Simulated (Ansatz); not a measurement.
## Pd in Ansatz: the effect of functional

The system is Pd.

```
CELL_PARAMETERS angstrom
2.78367 0.00000 0.00000
-1.39183 2.41072 0.00000
0.00000 0.00000 4.62889
ATOMIC_POSITIONS crystal
Pd 0.33333 0.66667 0.25000
Pd 0.66667 0.33333 0.75000
```

This isn't the form of Pd at room conditions, which is fcc.

Alike in all runs:

```yaml
Program: Ansatz 0.2.0
Task: band structure
Potentials_or_basis: Ansatz PAW
k_mesh: 6 × 6 × 4
Occupations: fermi-dirac, width 0.05 eV
Spin: no spin polarisation
```

```csv
functional,cutoff,pressure (GPa)
LDA,420 eV (not typed: the program's choice for these potentials),?
PBEsol,420 eV (not typed: the program's choice for these potentials),-10.9
r2SCAN,500 eV (not typed: the program's choice for these potentials),-6.5
```

**Question.** What does the run with functional LDA give?

**Answer.** Pressure -16.2 GPa.

Caveats: all runs use coarse meshes; the PAW data sets come from PBE, with cores solved anew for the run's functional, which leaves a small shift of forces and pressure.
